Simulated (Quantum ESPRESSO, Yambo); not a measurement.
# BAs (F-43m): one start, several treatments of the self-energy, part 2 of 2

Aim: compare treatments of exchange, screening and correlation for the gap of BAs (F-43m).

Quantum ESPRESSO 7.5 and Yambo 5.3.0; PBE and many-body steps on it, plane waves. Known limits of the many-body steps: not at the basis limit; exchange with frozen shells missing; no spin-orbit coupling.

So far. Step 2 (Empty states on the mesh, 6×6×6 mesh, 184 bands): On this mesh the gap is 1.294 eV. Step 4 (G0W0, Godby-Needs plasmon pole): The gap on the mesh goes from 1.29 eV to 2.15 eV, a correction of +0.86 eV.

## (5) One-shot COHSEX

This step: one-shot COHSEX on PBE, plane waves, norm-conserving pseudopotentials.

Input file gw4.in:

```
HF_and_locXC
gw0
dyson
cohsex
em1s
rim_cut
RandQpts= 1000000
RandGvec= 1 RL
EXXRLvcs= 76 Ry
VXCRLvcs= 304 Ry
Chimod= "HARTREE"
% BndsRnXs
 1 | 80 |
%
NGsBlkXs= 10.5 Ry
% LongDrXs
 1 | 1 | 1 |
%
% GbndRnge
 1 | 80 |
%
DysSolver= "n"
ExtendOut
% QPkrange
 1 | 1 | 8 | 11 |
 10 | 10 | 8 | 11 |
%
```

Launch:

```console
> OMP_NUM_THREADS=1 mpirun -n 4 yambo -F gw4.in -J gw4 -C gw4 > gw4.log
```

Log:

```text
 Yambo, version 5.3.0

 [02] CORE Variables Setup
 =========================

  [... cell, symmetries and grids as in the set-up ...]

  [02.05] Energies & Occupations
  ==============================

  [X] === General ===
  [X] Electronic Temperature                        :  0.000000  0.000000 [eV K]
  [X] Bosonic    Temperature                        :  0.000000  0.000000 [eV K]
  [X] Finite Temperature mode                       : no
  [X] El. density                                   :  0.66049E+24 [cm-3]
  [X] Fermi Level                                   :  11.34311 [eV]

  [X] === Gaps and Widths ===
  [X] Conduction Band Min                           :  1.294135 [eV]
  [X] Valence Band Max                              :  0.000000 [eV]
  [X] Filled Bands                                  :   9
  [X] Empty Bands                                   :   10  184
  [X] Direct Gap                                    :  3.292229 [eV]
  [X] Direct Gap localized at k                     :  1
  [X] Indirect Gap                                  :  1.294135 [eV]
  [X] Indirect Gap between kpts                     :   1  10
  [X] Last valence band width                       :  4.947480 [eV]
  [X] 1st conduction band width                     :  3.060953 [eV]

 [03] Transferred momenta grid and indexing
 ==========================================

 IBZ Q-points                                      :  16
 BZ  Q-points                                      :  216

 K/Q-points units:
 rlu = crystal or reduced units; cc = cartesian coordinates; iku = interal k-units

 Q [ 1]         [rlu]:  0.000000  0.000000  0.000000
 Q [ 2]         [rlu]: -0.44040E-17 -0.44040E-17  0.16667
 Q [ 3]         [rlu]: -0.88081E-17 -0.88081E-17  0.33333
[...]
[xc] Functional : Perdew, Burke & Ernzerhof(X)+Perdew, Burke & Ernzerhof(C)
 [xc] LIBXC used to calculate xc functional
  PP Number of Atomic Species                      :  2
  NLCC RL compoments                               :  16457
  PP Number of Atomic Species                      :  2
  NLCC RL compoments                               :  16457

 [xc] E_xc :  -12.07688 [Ha]
      E_xc :  -24.15377 [Ry]

  Local XC kind (lXC) : Perdew, Burke & Ernzerhof(X)+Perdew, Burke & Ernzerhof(C)
  Non-Local XC kind (nlXC) : Hartree-Fock

  Corrections @ K [1] :  [eV]
 <8|nlXC|8> = -15.45163 -0.32860E-17 <8|lXC|8> = -13.70138 -0.22502E-20
 <9|nlXC|9> = -15.45160 -0.10568E-17 <9|lXC|9> = -13.70138  0.23559E-16
 <10|nlXC|10> = -8.482466  0.18391E-18 <10|lXC|10> = -12.55019  0.41306E-16
[...]
Corrections @ K [10] :  [eV]
[...]
<10|nlXC|10> = -7.350570 -0.25478E-17 <10|lXC|10> = -11.35333 -0.94448E-16
 <11|nlXC|11> = -6.180059  0.14504E-17 <11|lXC|11> = -10.88801  0.94436E-16

 [08] Dyson equation: Newton solver
 ==================================

 [Newton] Sc step       :  0.100000 [eV]
 [Newton] Sc steps      :  1

  [08.01] G0W0 (COHSEX)
  =====================

  [  GW  ] Bands range     :   1  11

  QP @ state[ 1 ] K range:  1  1
  QP @ state[ 1 ] b range:   8  11
  QP @ state[ 2 ] K range:  10  10
  QP @ state[ 2 ] b range:   8  11

   Sc Empty Bands                                   : no
   Sc bands terminator                              : no
   Sx RL components                                 :  2109

   QP @ state[ 1 ] K range                          :  1  1
   QP @ state[ 1 ] b range                          :   8  11
   QP @ state[ 2 ] K range                          :  10  10
   QP @ state[ 2 ] b range                          :   8  11
   GF WF`s kind                                     : Perdew, Burke & Ernzerhof(X)+Perdew, Burke & Ernzerhof(C)
   Xs energies kind                                 : Perdew, Burke & Ernzerhof(X)+Perdew, Burke & Ernzerhof(C)
   Xs WF`s kind                                     : Perdew, Burke & Ernzerhof(X)+Perdew, Burke & Ernzerhof(C)

 [11] Game Over & Game summary
```

Elapsed: 66 s, on 4 MPI ranks of Arm Neoverse V1, shared host; peak memory 1.4 GiB; 4.4 min of CPU time.

Numbers from this step:

| Quantity | Value |
| --- | --- |
| quasiparticle gap on the points computed | 2.684 eV |
| starting gap on the mesh | 1.294 eV |
| k of the valence top | 0, 0, 0 |
| k of the conduction bottom | 0, 0.3333, 0.3333 |
| least direct quasiparticle gap on the computed points | 4.637 eV |
| Z at the valence top | 1 |
| Z at the conduction bottom | 1 |

Against G0W0 in Yambo (6×6×6 mesh, 80 bands, screening to 142.9 eV, Godby-Needs plasmon pole), the gap moves by +0.529 eV.

## (6) One-shot Hartree-Fock

This step: one-shot Hartree-Fock on PBE, plane waves, norm-conserving pseudopotentials.

Input file gw5.in:

```
HF_and_locXC
rim_cut
RandQpts= 1000000
RandGvec= 1 RL
EXXRLvcs= 76 Ry
VXCRLvcs= 304 Ry
% QPkrange
 1 | 1 | 8 | 11 |
 10 | 10 | 8 | 11 |
%
```

Launch:

```console
> OMP_NUM_THREADS=1 mpirun -n 4 yambo -F gw5.in -J gw5 -C gw5 > gw5.log
```

Log:

```text
 Yambo, version 5.3.0

 [02] CORE Variables Setup
 =========================

  [... cell, symmetries and grids as in the set-up ...]

  [02.05] Energies & Occupations
  ==============================

  [X] === General ===
  [X] Electronic Temperature                        :  0.000000  0.000000 [eV K]
  [X] Bosonic    Temperature                        :  0.000000  0.000000 [eV K]
  [X] Finite Temperature mode                       : no
  [X] El. density                                   :  0.66049E+24 [cm-3]
[...]
[xc] E_xc :  -12.07688 [Ha]
      E_xc :  -24.15377 [Ry]

  Local XC kind (lXC) : Perdew, Burke & Ernzerhof(X)+Perdew, Burke & Ernzerhof(C)
  Non-Local XC kind (nlXC) : Hartree-Fock

  Corrections @ K [1] :  [eV]
 <8|nlXC|8> = -15.45163 -0.32860E-17 <8|lXC|8> = -13.70138 -0.22502E-20
 <9|nlXC|9> = -15.45160 -0.10568E-17 <9|lXC|9> = -13.70138  0.23559E-16
 <10|nlXC|10> = -8.482466  0.18391E-18 <10|lXC|10> = -12.55019  0.41306E-16
[...]
Corrections @ K [10] :  [eV]
[...]
<10|nlXC|10> = -7.350570 -0.25478E-17 <10|lXC|10> = -11.35333 -0.94448E-16
 <11|nlXC|11> = -6.180059  0.14504E-17 <11|lXC|11> = -10.88801  0.94436E-16

 [08] Game Over & Game summary
```

The job ended after 7.3 s (4 MPI ranks; peak memory 1.4 GiB).

This step gave:

| Property | Result |
| --- | --- |
| quasiparticle gap on the mesh | 7.047 eV |
| starting gap on the mesh | 1.294 eV |
| k of the valence top | 0, 0, 0 |
| k of the conduction bottom | 0, 0.3333, 0.3333 |
| least direct quasiparticle gap on the computed points | 9.110 eV |

Against G0W0 in Yambo (6×6×6 mesh, 80 bands, screening to 142.9 eV, Godby-Needs plasmon pole), the gap moves by +4.892 eV.

## (7) The runs together

Times are wall times on 4 MPI ranks of Arm Neoverse V1, shared host, good to a factor of about two.

```tsv
run	mesh	bands	screening cutoff (eV)	DFT gap (eV)	gap on the mesh (eV)	direct (eV)	time
G0W0, Godby-Needs plasmon pole	6×6×6	80	142.9	1.294	2.155	4.091	95 s
one-shot COHSEX	6×6×6	80	142.9	1.294	2.684	4.637	66 s
one-shot Hartree-Fock	6×6×6	-	-	1.294	7.047	9.110	7.3 s
```

## (8) Outcome

| Item | Value |
| --- | --- |
| G0W0, Godby-Needs plasmon pole | 2.155 eV |
| one-shot COHSEX | 2.684 eV |
| one-shot Hartree-Fock | 7.047 eV |
| known limits | not at the basis limit; exchange with frozen shells missing; no spin-orbit coupling |

**Reading.** One-shot COHSEX: +0.529 eV against G0W0, Godby-Needs plasmon pole. One-shot Hartree-Fock: +4.892 eV against G0W0, Godby-Needs plasmon pole. Bare exchange alone opens the gap to 7.05 eV; against G0W0, correlation takes back 4.89 eV. Static COHSEX lies above G0W0: it lacks the factor Z and overstates the Coulomb hole of the filled states. Against experiment, by G0W0, Godby-Needs plasmon pole: the gap of 2.15 eV lies +0.33 eV from the measured 1.82 eV (indirect, 300 K, 2019); the direct gap of 4.09 eV lies −0.03 eV from the measured 4.12 eV (direct, 300 K, 2019); the gap of 2.15 eV lies +0.13 eV from the measured 2.02 eV (indirect, 300 K, 2019). An exciton line or allowed optical edge lies below the quasiparticle gap by the binding energy; a forbidden edge can push the onset above it. These are gaps on the mesh, at modest bands and cutoff. The calculation has static nuclei and no excitons; a measured gap holds zero-point and thermal motion, which mostly lowers it. Bands and cutoff are finite, so the gap is not at the basis limit. The miss can reach some tenths of an eV and take either sign; the mesh is an error of its own. A denser mesh or path gives a starting gap of 1.21 eV: the GW mesh misses a band edge, so its gaps are not the fundamental one. The norm-conserving file of at least one element keeps a d shell over frozen s and p shells of the same row. Exchange with those shells is missing from the self-energy, an error of 0.3 to 0.9 eV in cases checked, whose sign depends on which edge lies on those atoms. The many-body steps are scalar-relativistic: spin-orbit coupling is not in them.

[Paths, hosts, dates, memory and timing lines, banners, echoed tables and standing remarks are left out of the program output.]

[Logs are printed without paths, hosts, clocks, repeated set-up lines and the standing remarks that a program may print on its own settings, such as how far it seeks lower states.]

[Runs of the session that timed out or met a known fault of the program may be left out.]

[Hosts, paths, dates, database ids (printed as entryN), source tags and the programs' standing remarks are cut or masked in the printed files.]
